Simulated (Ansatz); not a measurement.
# BAs: stress in a strained cell

BAs is deformed so: equal xx and yy strain of +2 %. What stress and forces result, by LAPW, PAW and all-electron datasets made for the crystal?

Computed with Ansatz 0.2.0 (DFT LDA, scalar-relativistic, unless a step's input says otherwise).

**1. The starting structure**

Symmetry: F-43m, No. 216, cubic system. The conventional cell has a = 4.777 Å, b = 4.777 Å, c = 4.777 Å, α = 90.00°, β = 90.00°, γ = 90.00°. B (site symmetry -43m) has 4 As at 2.07 Å as nearest neighbours. As (site symmetry -43m) is surrounded by 4 B at 2.07 Å.

As a file:

```cif
data_structure
_symmetry_space_group_name_H-M 'P 1'
_symmetry_Int_Tables_number 1
_cell_length_a 3.3778
_cell_length_b 3.3778
_cell_length_c 3.3778
_cell_angle_alpha 60.000
_cell_angle_beta 60.000
_cell_angle_gamma 60.000
_cell_volume 27.25
loop_
_atom_site_label
_atom_site_type_symbol
_atom_site_fract_x
_atom_site_fract_y
_atom_site_fract_z
_atom_site_occupancy
B1 B 0.00000 0.00000 0.00000 1
As1 As 0.75000 0.75000 0.75000 1
```

Atoms are numbered in the order of the input: B1, As2.

**2. The deformed structure**

Space group F-43m before, I-4m2 after.

**3. All-electron LAPW**

input.yaml

```yaml
crystal:
  lattice:
    - [0.0, 2.43627, 2.3885]
    - [2.43627, 0.0, 2.3885]
    - [2.43627, 2.43627, 0.0]
  atoms:
    - { symbol: B, position: [0.0, 0.0, 0.0] }
    - { symbol: As, position: [0.75, 0.75, 0.75] }
kpoints:
  mp_grid: { grid: [13, 13, 13] }
  band_path:
    path:
      - [0.0, 0.0, 0.0]
      - [0.0, 0.5, 0.5]
      - [0.25, 0.75, 0.5]
      - [0.0, 0.5, 0.0]
      - [0.0, 0.0, 0.0]
      - [0.5, 0.5, 0.0]
      - [0.38005, 0.61995, 0.0]
      - [-0.38005, 0.38005, 0.0]
      - [0.0, 0.0, 0.0]
    npoints: 5
scf:
  occupations: { method: fermi_dirac, width: 0.05 }
hamiltonian:
  xc: lda
  pseudopotentials: { kind: all_electron, lapw: { basis_error: 0.0005 } }
output:
  forces: true
  stress: true
  eigenvalues: true
```

On the command line:

```bash
$ ansatz run input.yaml --threads 1 --pin off --max-ram 3072MiB --backend cpu --events-out ev --progress --plain --runs-dir out
```

The program printed, shortened:

```text
LAPW: plane waves up to 9.373 Å⁻¹, error target 5.0e-4 eV per atom; small_component_spin mean_spin; B in spheres of 0.871 Å, 5 of its electrons in bands, Dirac shells []; As in spheres of 1.225 Å, 23 of its electrons in bands, Dirac shells []
[...]
Pseudopotentials: kind: all_electron
Pseudopotential: B, LAPW, valence charge 5, Koelling and Harmon's equation, gaussian nucleus
Pseudopotential: As, LAPW, valence charge 23, Koelling and Harmon's equation, gaussian nucleus
Functional definition: SPW92
[...]
Crystal: 2 atoms, lattice volume = 28.353 Å³
Basis set: ecut = 334.699055229237 eV, 395 PW (Γ), exchange–correlation at level 2
Bands: 18, of which v1, the nominal top of the filled ones, is band 14 counted from 1 (13 counted from 0)
Symmetry: 8 space group operations
Space group: I-4m2 (ITA 119), of the structure as read, at distance tolerance 3.0e-5 Å
k-points: 196 of 2197 (time reversal used)
[...]
SCF iter   1: F=—  HF=-62112.312362 eV  |F-HF|=—  |Δ(HF+E_count)|=         —  Δρ=6.68e-2  dr2=1.69e0  ethr=6.03e-3  ⟨swp⟩=2.0  Hψ=23494  notcnv=0
[...]
the basis was enlarged: its passes take 121.0 KiB over the memory plan, 1 of 1 planned eigensolver slots
[...]
SCF iter   7: F=-62111.688728 eV  HF=-62111.688728 eV  |F-HF|=6.48e-10  |Δ(HF+E_count)|=   8.28e-8  Δρ=2.77e-6  dr2=1.19e-9  ethr=2.64e-9  ⟨swp⟩=2.0  Hψ=9213  notcnv=0
[...]
NSCF: frozen V_eff on 41 k-points
SCF converged after 7 iterations
Free energy (F): -62111.688728 eV
[...]
E sigma→0 (E₀):  -62111.688728 eV
Entropy (-TS):   -0.000000 eV (-0.000 meV/atom)
Fermi energy:    11.349439 eV
[...]
--- Forces (eV/Å), atoms counted from 1 ---
  atom   1  B      0.00000000    -0.00000000     0.00000000
  atom   2  As    -0.00000000     0.00000000    -0.00000000
[...]
--- Stress (GPa, compression-positive) ---
       -9.972001      -0.000000      -0.000000
       -0.000000      -9.972001      -0.000000
       -0.000000      -0.000000      -6.107940
  P = ⅓ Tr σ = -8.6840 GPa (-86.840 kbar)
--- Band table (eV; the first three rows and the last of 196) ---
  k-point 0: bands = ["-173.5341", "-160.9371", "-117.4527", "-117.4503", "-117.4503", "-25.0307", "-25.0307", "-25.0286", "-25.0103", "-25.0090", "-4.2323", "10.7437", "10.7437", "10.9263", "13.9280", "14.0542", "14.0542", "14.9523"]
[...]
```

Run time: 25 s. Hardware: 1 thread of Intel Xeon 6975P-C (Granite Rapids), shared host; peak memory 0.53 GiB.

In short: pressure -8.68 GPa; gap 0.88 eV, indirect from Γ to Γ–M.

**4. PAW on the default files**

input.yaml

```yaml
crystal:
  lattice:
    - [0.0, 2.43627, 2.3885]
    - [2.43627, 0.0, 2.3885]
    - [2.43627, 2.43627, 0.0]
  atoms:
    - { symbol: B, position: [0.0, 0.0, 0.0] }
    - { symbol: As, position: [0.75, 0.75, 0.75] }
kpoints:
  mp_grid: { grid: [13, 13, 13] }
scf:
  occupations: { method: fermi_dirac, width: 0.05 }
hamiltonian:
  xc: lda
  pseudopotentials: { kind: paw }
output:
  forces: true
  stress: true
  eigenvalues: true
  efg: { contact_densities: true }
  write_density: true
  write_potential: true
  elf: true
  volumetric_format: npy
```

On the command line:

```bash
$ ansatz run input.yaml --threads 1 --pin off --max-ram 3072MiB --backend cpu --events-out ev --progress --plain --runs-dir out
```

The program printed, shortened:

```text
[...]
Pseudopotentials: kind: paw
Pseudopotential: B, paw, valence charge 3, recommended cutoff 420 eV (normal)
Pseudopotential: As, paw, valence charge 15, recommended cutoff 420 eV (normal)
[... 1 set-up line as earlier in the session ...]
[...]
Crystal: 2 atoms, lattice volume = 28.353 Å³
Basis set: ecut = 420 eV, 535 PW (Γ)
Bands: 13, of which v1, the nominal top of the filled ones, is band 9 counted from 1 (8 counted from 0)
[... 2 set-up lines as earlier in the session ...]
k-points: 196 of 2197 (time reversal used)
[...]
SCF iter   1: F=—  HF=-4923.475817 eV  |F-HF|=—  |Δ(HF+E_count)|=         —  Δρ=6.96e-3  dr2=1.43e-2  ethr=1.77e-3  ⟨swp⟩=5.4  Hψ=14781  notcnv=0
[...]
--- Forces (eV/Å), atoms counted from 1 ---
  atom   1  B      0.00000000    -0.00000000     0.00000000
  atom   2  As     0.00000000     0.00000000    -0.00000000
[...]
--- Stress (GPa, compression-positive) ---
       -9.975782      -0.000000      -0.000000
       -0.000000      -9.975782      -0.000000
       -0.000000      -0.000000      -6.112319
  P = ⅓ Tr σ = -8.6880 GPa (-86.880 kbar)
--- PAW observables at the nuclei: V_zz in 10²¹ V/m², potentials from the cell's mean, atoms counted from 1 ---
  atom   1  B  V_zz =    -0.014435   η = 0.0000   by run symmetry: allowed
            electrostatic potential = -325.889935 V   contact ρ = 475.611978 e/Å³
  atom   2  As V_zz =    -0.227911   η = 0.0000   by run symmetry: allowed
            electrostatic potential = -4515.601458 V   contact ρ = 234336.771364 e/Å³
--- Band table (eV; the first three rows and the last of 196) ---
  k-point 0: bands = ["-25.6307", "-25.6307", "-25.6285", "-25.6110", "-25.6095", "-4.8171", "10.1615", "10.1615", "10.3440", "13.3442", "13.4705", "13.4705", "14.3675"]
[...]
```

It took 4.7 s on 1 thread of Intel Xeon 6975P-C (Granite Rapids), shared host; peak memory 0.44 GiB.

In short: pressure -8.69 GPa; gap on the k mesh 0.88 eV (an odd mesh misses the zone boundary); Vzz B1 -0.01 (η = 0.00), As2 -0.23 (η = 0.00) (10²¹ V/m²).

The fields are shown in the conventional cell of this run's space group, carried over from its grid by interpolation.

Density in a lattice plane of the grid's cell (edges 3.45 and 4.78 Å, at 0.000 of the third edge), which holds B and As.

Ten even steps from ' ' (0.03 e/Å³) to '@' (29.88 e/Å³):
```
                                    
                                    
                                    
                                    
                                    
                                    
                                    
                                    
                                    
                                    
                                    
                                    
                ..::..              
              ::++##++::            
            ..--%%@@%%--..          
              ::++##++::            
              ....::....            
                                    
                                    
                                    
```
Columns run along the first of these edges and rows up along the second, over one cell in 18 and 20 even steps from the bottom left corner. Atoms in the plane (fractional): B at (0.00, 0.00), As at (0.50, 0.25).

ELF in the same plane.

Ten even steps from ' ' (0.01) to '@' (0.90):
```
    ::==****++==------==++****==::  
----==++====--::......::--====++==--
******++==::..          ..::==++****
****++==::..              ..::==++**
====--::..                  ..::--==
::::....                      ....::
....                              ..
                ......              
          ....::------::....        
        ..::--==++++++==--::..      
      ..::==++++******++++==::..    
    ..::==++**************++==::..  
....::==++****++------++****++==::..
::--==++****++--......--++****++==--
==++**####**++::..::..::++**####**++
**##%%%%%%##**--......--**##%%%%%%##
**##@@@@@@%%##++==--==++##%%@@@@@@##
--++%%@@@@@@%%##******##%%@@@@@@%%++
  ..++%%@@@@%%##******##%%@@@@%%++..
    ..**%%%%##**++++++**##%%%%**..  
```
Columns run along the first of these edges and rows up along the second, over one cell in 18 and 20 even steps from the bottom left corner. Atoms in the plane (fractional): B at (0.00, 0.00), As at (0.50, 0.25).

Both are smooth fields of the valence electrons: close to the nuclei they are not physical.

Outside the cores ELF peaks at 0.90 on the B–As line, 0.8 Å from B.

**5. All-electron PAW on datasets made for the crystal**

input.yaml, as its differences from that of step 4:

```diff
@@ -14,3 +14,3 @@
   xc: lda
-  pseudopotentials: { kind: paw }
+  pseudopotentials: { kind: all_electron, datasets: crystal }
 output:
@@ -20,5 +20 @@
   efg: { contact_densities: true }
-  write_density: true
-  write_potential: true
-  elf: true
-  volumetric_format: npy
```

On the command line:

```bash
$ ansatz run input.yaml --threads 1 --pin off --max-ram 3072MiB --backend cpu --events-out ev --progress --plain --runs-dir out
```

The program printed, shortened:

```text
[...]
[... 1 set-up line as earlier in the session ...]
Pseudopotential: B, paw, valence charge 3, recommended cutoff 240 eV (normal), Koelling and Harmon's equation, gaussian nucleus
Pseudopotential: As, paw, valence charge 15, recommended cutoff 240 eV (normal), Koelling and Harmon's equation, gaussian nucleus
[... 1 set-up line as earlier in the session ...]
[...]
Crystal: 2 atoms, lattice volume = 28.353 Å³
Basis set: ecut = 240 eV, 259 PW (Γ)
Bands: 8, of which v1, the nominal top of the filled ones, is band 4 counted from 1 (3 counted from 0)
[... 2 set-up lines as earlier in the session ...]
k-points: 196 of 2197 (time reversal used)
[...]
SCF iter   1: F=—  HF=-62112.091830 eV  |F-HF|=—  |Δ(HF+E_count)|=         —  Δρ=7.00e-2  dr2=1.71e0  ethr=2.31e-2  ⟨swp⟩=3.0  Hψ=10142  notcnv=0
[...]
--- Forces (eV/Å), atoms counted from 1 ---
  atom   1  B      0.00000000     0.00000000     0.00000000
  atom   2  As    -0.00000000     0.00000000     0.00000000
[...]
--- Stress (GPa, compression-positive) ---
       -9.972615      -0.000000      -0.000000
       -0.000000      -9.972615      -0.000000
       -0.000000      -0.000000      -6.108938
  P = ⅓ Tr σ = -8.6847 GPa (-86.847 kbar)
  It holds what live shells' own plane waves past their cutoff add
--- PAW observables at the nuclei: V_zz in 10²¹ V/m², potentials from the cell's mean, atoms counted from 1 ---
  atom   1  B  V_zz =    -0.012429   η = 0.0000   by run symmetry: allowed
            electrostatic potential = -323.976708 V   contact ρ = 475.644968 e/Å³
  atom   2  As V_zz =    -0.229100   η = 0.0000   by run symmetry: allowed
            electrostatic potential = -4512.048245 V   contact ρ = 234403.898868 e/Å³
--- Band table (eV; the first three rows and the last of 196) ---
  k-point 0: bands = ["-4.2323", "10.7436", "10.7436", "10.9262", "13.9279", "14.0542"]
[...]
```

It took 7.5 s on 1 thread of Intel Xeon 6975P-C (Granite Rapids), shared host; peak memory 0.55 GiB.

Read from it: pressure -8.68 GPa; gap on the k mesh 0.88 eV (an odd mesh misses the zone boundary); Vzz B1 -0.01 (η = 0.00), As2 -0.23 (η = 0.00) (10²¹ V/m²).

**6. Side by side**

Stress (GPa, compression positive):

```
          method     xx     yy     zz    yz    xz    xy
            LAPW  -9.97  -9.97  -6.11  0.00  0.00  0.00
             PAW  -9.98  -9.98  -6.11  0.00  0.00  0.00
crystal datasets  -9.97  -9.97  -6.11  0.00  0.00  0.00
```

```
          method  pressure (GPa)  gap on the k mesh (eV)  Vzz B1 (10²¹ V/m²)  Vzz As2 (10²¹ V/m²)  SCF cycles, all passes
            LAPW           -8.68                    0.88                   –                    –                       7
             PAW           -8.69                    0.88               -0.01                -0.23                       6
crystal datasets           -8.68                    0.88               -0.01                -0.23                       7
```

**7. Summary of results**

```
                                 quantity                                              value
                                 pressure  LAPW -8.68, PAW -8.69, crystal datasets -8.68 GPa
largest shear or deviatoric stress (LAPW)                                           2.58 GPa
```

In words: The largest part of the stress beyond the pressure is 2.58 GPa in size, in the zz component; the atoms are carried along and not relaxed. No run of the undeformed cell stands beside it, so the pressure holds what the given cell had before the change. PAW: stress within 0.01 GPa of LAPW. Crystal datasets: stress within 0.01 GPa of LAPW.
